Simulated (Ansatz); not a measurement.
ZrS2: a prediction, then the measurements

Theory: DFT PBE, scalar-relativistic, plane waves, PAW in Ansatz.

Plane waves to 420 eV, a k mesh through Γ of 12×12×4 on the computed 3-atom cell and Gaussian smearing (0.02 eV); no spin polarisation.

Relaxed structure:

```cif
data_structure
_symmetry_space_group_name_H-M 'P 1'
_symmetry_Int_Tables_number 1
_cell_length_a 3.6852
_cell_length_b 3.6852
_cell_length_c 6.7573
_cell_angle_alpha 90.000
_cell_angle_beta 90.000
_cell_angle_gamma 120.000
_cell_volume 79.48
loop_
_atom_site_label
_atom_site_type_symbol
_atom_site_fract_x
_atom_site_fract_y
_atom_site_fract_z
_atom_site_occupancy
Zr1 Zr 0.00000 0.00000 0.00000 1
S1 S 0.33333 0.66667 0.21434 1
S2 S 0.66667 0.33333 0.78566 1
```

| Quantity | Value |
| --- | --- |
| Space group | P-3m1 (No. 164) |
| Volume per atom | 26.49 Å³ |
| Formation energy from the elements' standard states (uncorrected) | -1.566 eV/atom |
| Kohn–Sham band gap | 1.14 eV |
| Orbital (Löwdin) character of the top 1 eV of the valence band | S 3p 91 % |
| Orbital (Löwdin) character of the lowest 1 eV of the conduction band | Zr 4d 76 %, S 3p 18 % |
| Electronic dielectric constant xx, yy, zz (independent particles) | 10.2, 10.2, 6.4 |
| Bader charge by site (e) | Zr (1 in the cell) 2.09, S (2 in the cell) -1.04 |

The cell holds layers, chains or molecules and no dispersion correction was added, so their binding is poorly described.

**Against measurements.**

A measured lattice constant a of ZrS2 is 3.663 Å (quoted in “High temperature equilibrium of 3D and 2D chalcogenide perovskites”, 2022, arxiv:2212.01429); the calculated 3.685 Å exceeds it by 0.6 %. A measured lattice constant c of ZrS2 is 5.85 Å (a printed reference work (data compilation)); the calculated 6.757 Å exceeds it by 15.5 %. The calculation is for 0 K without zero-point motion. A measured band gap of ZrS2 is 1.68 eV (indirect; quoted in “Stress-Tuned Optical Transitions in Layered 1T-MX2 (M= Hf, Zr, Sn; X= S, Se) Crystals”, 2022, arxiv:2210.12074); the calculated 1.14 eV falls short of it by 0.54 eV. Kohn–Sham gaps of semilocal functionals fall short of measured ones as a rule.

It was relaxed from a cell as deposited in COD. Löwdin shares on free-atom orbitals overweight diffuse shells in the empty bands.
